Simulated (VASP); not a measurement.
# PtS2 (R-3m) in VASP: reference runs

Aim: a first look at PtS2 with PBE, on the cell as given and on a disturbed one.

Program: VASP 6.6.1. These are calculated values, not measurements. Logs are shortened: lines on timing, memory, paths and dates and some standing lists are left out, and cuts for length are marked.

## (1) The crystal as given

Symmetry: R-3m, No. 166, trigonal system. The conventional cell has a = 3.544 Å, b = 3.544 Å, c = 16.009 Å, α = 90.00°, β = 90.00°, γ = 120.00°. Pt (site symmetry -3m) has 6 S at 2.39 Å as nearest neighbours. S (site symmetry 3m) is surrounded by 3 Pt at 2.39 Å.

The cell was built by a generator and needn't be a form met in nature.

## (2) Single point, PBE

The input, INCAR:

```
ALGO = Normal ; EDIFF = 1E-7
ENCUT = 520 ; GGA = PE
ISIF = 2 ; ISMEAR = -1
LASPH = T ; LCHARG = F
LREAL = F ; LWAVE = F
NBANDS = 18 ; NELM = 60
PREC = Accurate ; SIGMA = 0.05
```

The input, KPOINTS:

```
k-points
0
Gamma
  9 9 9
```

The input, POSCAR:

```
PtS2
1.0
    1.7717700000      1.0229300000      5.3362000000
   -1.7717700000      1.0229300000      5.3362000000
    0.0000000000     -2.0458600000      5.3362000000
Pt S
1 2
Direct
    0.0000000000      0.0000000000      0.0000000000
    0.7438500000      0.7438500000      0.7438500000
    0.2561500000      0.2561500000      0.2561500000
```

Potentials or basis: VASP PAW PBE potentials, release 64 (Pt, S).

The run is started by

```sh
> cat potpaw_PBE.64/Pt/POTCAR potpaw_PBE.64/S/POTCAR > POTCAR
> mpirun -np 1 vasp_std > vasp.out
```

OUTCAR:

```text
EDIFF = 1E-7
   ENCUT = 520
   GGA = PE
   ISIF = 2
   ISMEAR = -1
   LASPH = T
   LREAL = F
   NELM = 60
   PREC = Accurate

 ion  position               nearest neighbor table
   1  0.000  0.000  0.000-   2 2.39   3 2.39   2 2.39   2 2.39   3 2.39   3 2.39
   2  0.744  0.744  0.744-   1 2.39   1 2.39   1 2.39
   3  0.256  0.256  0.256-   1 2.39   1 2.39   1 2.39

  LATTYP: Found a trigonal (rhomboedric) cell.
 ALAT       =     5.7149440205
 COS(alpha) =     0.8077701965

  Lattice vectors:

 A1 = (   1.7717700000,   1.0229300000,   5.3362000000)
 A2 = (  -1.7717700000,   1.0229300000,   5.3362000000)
 A3 = (   0.0000000000,  -2.0458600000,   5.3362000000)

Analysis of symmetry for initial positions (statically):
=====================================================================
 Subroutine PRICEL returns:
 Original cell was already a primitive cell.

 Routine SETGRP: Setting up the symmetry group for a
 trigonal (rhombohedral) supercell.

 Subroutine GETGRP returns: Found 12 space group operations
 (whereof 12 operations were pure point group operations)
 out of a pool of 12 trial point group operations.

The static configuration has the point symmetry D_3d.

Analysis of symmetry for dynamics (positions and initial velocities):
=====================================================================
 Subroutine PRICEL returns:
 Original cell was already a primitive cell.

 Routine SETGRP: Setting up the symmetry group for a
 trigonal (rhombohedral) supercell.

 Subroutine GETGRP returns: Found 12 space group operations
 (whereof 12 operations were pure point group operations)
 out of a pool of 12 trial point group operations.

The dynamic configuration has the point symmetry D_3d.

 Subroutine INISYM returns: Found 12 space group operations
 (whereof 12 operations are pure point group operations),
 and found     1 'primitive' translations

----------------------------------------------------------------------------------------

                                     Primitive cell

  volume of cell :      58.0279

  direct lattice vectors                    reciprocal lattice vectors
     1.771770000  1.022930000  5.336200000     0.282203672  0.162930666  0.062466424
    -1.771770000  1.022930000  5.336200000    -0.282203672  0.162930666  0.062466424
     0.000000000 -2.045860000  5.336200000     0.000000000 -0.325861333  0.062466424

[... 84 lines left out ...]
   NELM   =     60;   NELMIN=  2; NELMDL= -5     # of ELM steps
   EDIFF  = 0.1E-06   stopping-criterion for ELM
   LREAL  =      F    real-space projection
   EDIFFG = 0.1E-05   stopping-criterion for IOM
   NSW    =      0    number of steps for IOM
   IBRION =     -1    ionic relax: 0-MD 1-quasi-New 2-CG
   NFREE  =      0    steps in history (QN), initial steepest desc. (CG)
   ISIF   =      2    stress and relaxation
   ISYM   =      2    0-nonsym 1-usesym 2-fastsym
   POTIM  = 0.5000    time-step for ionic-motion
   TEBEG  =    0.0;   TEEND  =   0.0 temperature during run
   PSTRESS=    0.0 pullay stress
   NELECT =      22.0000    total number of electrons
   NUPDOWN=      -1.0000    fix difference up-down
   EMIN   =  10.00;   EMAX   =-10.00  energy-range for DOS
   EFERMI =   0.00;   METHOD = LEGACY
   ISMEAR =    -1;   SIGMA  =   0.05  broadening in eV -4-tet -1-fermi 0-gaus
   EFERMI_NEDOS =   21; number of points for ismear=-14 and -15
   IALGO  =     38    algorithm
   IMIX   =      4    mixing-type and parameters
     AMIX     =   0.40;   BMIX     =  1.00
     AMIX_MAG =   1.60;   BMIX_MAG =  1.00
  volume/ion in A,a.u.               =      19.34       130.53
  Fermi-wavevector in a.u.,A,eV,Ry     =   1.184869  2.239077 19.101404  1.403914
  Thomas-Fermi vector in A             =   2.321074
   LORBIT       =      0    0 simple, 1 ext, 2 COOP (PROOUT), +10 PAW based schemes
   GGA     = PE    functional components
   LHFCALC =     F    Hartree Fock is set to
   AEXX    =    0.0000 exact exchange contribution
   IVDW    =     0    specifies the selected vdW correction
   LEPSILON=     F    determine dielectric tensor
   LRPA    =     F    only Hartree local field effects (RPA)
 non-spin polarized calculation
  energy-cutoff  :      520.00
  volume of cell :       58.03
 maximum number of plane-waves:      1592
 NGX is ok and might be reduce to    48
   NGX = 21   NGY = 21   NGZ = 21

 number of electron      22.0000000 magnetization

 Free energy of the ion-electron system (eV)
  ---------------------------------------------------
  ext. energy  EPLUGINS =         0.00000000
  ---------------------------------------------------
  free energy    TOTEN  =       -15.38480531 eV

  energy without entropy =      -15.38479902  energy(sigma->0) =      -15.38480217

 E-fermi :   6.2307     XC(G=0): -10.2787

 val. band max:        5.7660781773   @ k =   0.1111   0.0000  -0.0000
 cond. band min:       6.6461395614   @ k =  -0.2222   0.2222   0.0000
 fundamental gap:      0.8800613841
 Fermi energy:         6.2306748707

 k-point     1 :       0.0000    0.0000    0.0000
  band No.  band energies     occupation
      1      -9.0091      2.00000
      2      -6.3922      2.00000
      3      -0.6678      2.00000
      4      -0.3850      2.00000
      5      -0.3850      2.00000
      6       2.3158      2.00000
[... 481 lines left out ...]
      5       0.8347      2.00000
      6       1.4631      2.00000
[... 10 lines left out ...]
     17      14.5664      0.00000
     18      15.6271      0.00000

 [... further k-points ...]

------------------------ aborting loop because EDIFF is reached ----------------------------------------

  FORCE on cell =-STRESS in cart. coord.  units (eV):
  Direction    XX          YY          ZZ          XY          YZ          ZX
  --------------------------------------------------------------------------------------
  -------------------------------------------------------------------------------------
  Total        1.0468139      1.0468100      1.1051240      0.0000000     -0.0000000     -0.0000000
  in kB       28.9030348     28.9029282     30.5130045      0.0000000     -0.0000000     -0.0000000
  external PRESSURE =      29.4396558 kB  Pullay stress =       0.0000000 kB

 VOLUME and BASIS-vectors are now :
 -----------------------------------------------------------------------------
  energy-cutoff  :      520.00
  volume of cell :       58.03
      direct lattice vectors                 reciprocal lattice vectors
     1.771770000  1.022930000  5.336200000     0.282203672  0.162930666  0.062466424
    -1.771770000  1.022930000  5.336200000    -0.282203672  0.162930666  0.062466424
     0.000000000 -2.045860000  5.336200000     0.000000000 -0.325861333  0.062466424

 POSITION                                       TOTAL-FORCE (eV/Angst)
 -----------------------------------------------------------------------------------
      0.00000      0.00000      0.00000         0.000000      0.000000     -0.000000
      0.00000      0.00000     11.90800         0.000000      0.000000     -0.062255
      0.00000      0.00000      4.10060         0.000000     -0.000000      0.062255
 -----------------------------------------------------------------------------------
    total drift:                               -0.000000      0.000000     -0.000000

  FREE ENERGIE OF THE ION-ELECTRON SYSTEM (eV)
  ---------------------------------------------------
  free  energy   TOTEN  =       -15.3848053113 eV

  energy  without entropy=      -15.3847990194  energy(sigma->0) =      -15.38480217
```

Wall time 4 min (1 thread of Intel Xeon Platinum 8559C (Emerald Rapids), shared host); peak memory 0.36 GiB.

What came out:

```
Free energy            : -15.3848 eV
Pressure               : 2.9 GPa
Largest force          : 0.062 eV/Å
Band gap on the k mesh : 0.88 eV, indirect (least direct gap 1.05 eV)
```

Forces in eV/Å, atoms in the order of the input:
```
Pt   0.000  0.000  0.000
S    0.000  0.000 -0.062
S    0.000  0.000  0.062
```

Stress tensor (GPa, compression positive):
```
2.89 0.00 0.00
0.00 2.89 0.00
0.00 0.00 3.05
```

Caveat: spin-orbit coupling is left out, which moves the levels of the heavy elements; an odd mesh through Γ misses points on the zone boundary, where band edges often lie. As with any semilocal functional, this PBE gap is likely too small.

## (3) Single point, PBE (atoms moved at random, drawn with an rms of 0.05 Å)

The input, INCAR:

```
SYSTEM = PtS2
ALGO = Normal ; EDIFF = 1E-7
ENCUT = 520 ; GGA = PE
ISIF = 2 ; ISMEAR = -1
LASPH = .TRUE. ; LCHARG = .FALSE.
LREAL = .FALSE. ; LWAVE = .FALSE.
NBANDS = 18 ; NELM = 60
PREC = Accurate ; SIGMA = 0.05
```

The input, KPOINTS:

```
k-points
0
G
  9 9 9
  0 0 0
```

The input, POSCAR:

```
PtS2
1.0
    1.7717700000      1.0229300000      5.3362000000
   -1.7717700000      1.0229300000      5.3362000000
    0.0000000000     -2.0458600000      5.3362000000
Pt S
1 2
Direct
   -0.0243050000      0.0061850000      0.0118520000
    0.7397570000      0.7402480000      0.7475750000
    0.2496000000      0.2695520000      0.2499690000
```

Potentials or basis: VASP PAW PBE potentials, release 64 (Pt, S).

The run is started by

```sh
> cat potpaw_PBE.64/Pt/POTCAR potpaw_PBE.64/S/POTCAR > POTCAR
> mpirun -np 1 vasp_std > vasp.out
```

Wall time 10 min (1 thread of Intel Xeon Platinum 8559C (Emerald Rapids), shared host); peak memory 0.57 GiB.

It converged, with:

```
Free energy            : -15.3439 eV
Pressure               : 4.1 GPa
Largest force          : 1.093 eV/Å
Band gap on the k mesh : 0.90 eV, indirect (least direct gap 1.03 eV)
```

Forces on the atoms (eV/Å):
```
Pt   0.619  0.770  0.467
S   -0.451 -0.188 -0.087
S   -0.168 -0.581 -0.380
```

Stress tensor (GPa, compression positive):
```
 4.84 -0.52 -0.99
-0.52  3.32  1.25
-0.99  1.25  4.26
```

Levels at points of the mesh, in eV from the valence-band top:
```tsv
k point	band 9	band 10	band 11	band 12	band 13	band 14
(0.00, 0.00, 0.00)	-0.76	-0.66	-0.04	2.56	2.65	5.20
```

Caveat: spin-orbit coupling is left out, which moves the levels of the heavy elements; an odd mesh through Γ misses points on the zone boundary, where band edges often lie.
